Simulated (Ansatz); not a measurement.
# Relaxation path: SiNi (rocksalt type)

DFT, PBE, PAW with Ansatz's default frozen-core files, scalar-relativistic (Ansatz 0.2.0); a Γ-centred 14×14×14 k mesh, Fermi–Dirac smearing of 0.08 eV, no spin polarisation. The run relaxes cell and atoms at a target pressure of 0 GPa.

Command: `ansatz run input.yaml --threads 1 --pin off --max-ram 2048MiB --backend cpu --events-out ev --progress --plain --runs-dir out` It took 5.4 s on 1 thread of Intel(R) Xeon(R) 6975P-C (Granite Rapids) (shared host), peak memory 0.37 GiB.

```yaml
crystal:
  lattice:
    - [0.0, 2.3024851496, 2.3024851496]
    - [2.3024851496, 0.0, 2.3024851496]
    - [2.3024851496, 2.3024851496, 0.0]
  atoms:
    - { symbol: Ni, position: [0.0, 0.0, 0.0] }
    - { symbol: Si, position: [0.5, 0.5, 0.5] }
kpoints:
  mp_grid: { grid: [14, 14, 14] }
scf:
  occupations: { method: fermi_dirac, width: 0.08 }
hamiltonian:
  xc: pbe
  pseudopotentials: { kind: paw }
output:
  forces: true
  stress: true
relax:
  f_tol: 0.005
  max_steps: 40
  cell: {}
```

Each step lists its free energy a cell above the last geometry, the pressure, the cell vectors (Å), and Cartesian positions (Å) with forces (eV/Å).

The first step:

```
step 1  dF = 95.57 meV  P = 14.98 GPa
  cell 0.0000 2.3025 2.3025  2.3025 0.0000 2.3025  2.3025 2.3025 0.0000
  Ni 0.0000 0.0000 0.0000   0.0000 0.0000 0.0000
  Si 2.3025 2.3025 2.3025   0.0000 0.0000 0.0000
```

Spin polarisation is left out, though a magnetic state may lie lower.

Where does the relaxation end, and by which steps?

After 4 geometries, with conventional a, b, c = 4.741, 4.741, 4.741 Å, at 13.320 Å³/atom (+9.12 % against the start) in space group Fm-3m, with a shortest distance of 2.370 Å. The further steps:
```
step 2  dF = 21.08 meV  P = 6.51 GPa
  cell 0.0000 2.3376 2.3376  2.3376 0.0000 2.3376  2.3376 2.3376 0.0000
  Ni 0.0000 0.0000 0.0000   0.0000 0.0000 0.0000
  Si 2.3376 2.3376 2.3376   0.0000 0.0000 0.0000
step 3  dF = 0.33 meV  P = 0.80 GPa
  cell 0.0000 2.3660 2.3660  2.3660 0.0000 2.3660  2.3660 2.3660 0.0000
  Ni 0.0000 0.0000 0.0000   0.0000 0.0000 0.0000
  Si 2.3660 2.3660 2.3660   0.0000 0.0000 0.0000
step 4  dF = 0.00 meV  P = -0.01 GPa
  cell 0.0000 2.3705 2.3705  2.3705 0.0000 2.3705  2.3705 2.3705 0.0000
  Ni 0.0000 0.0000 0.0000   0.0000 0.0000 0.0000
  Si 2.3705 2.3705 2.3705   0.0000 0.0000 0.0000
step 5  dF = -0.79 meV  P = 0.04 GPa  (same geometry on a basis chosen anew; earlier energies don't compare to the last digit)
  cell 0.0000 2.3705 2.3705  2.3705 0.0000 2.3705  2.3705 2.3705 0.0000
  Ni 0.0000 0.0000 0.0000   0.0000 0.0000 0.0000
  Si 2.3705 2.3705 2.3705   0.0000 0.0000 0.0000
```
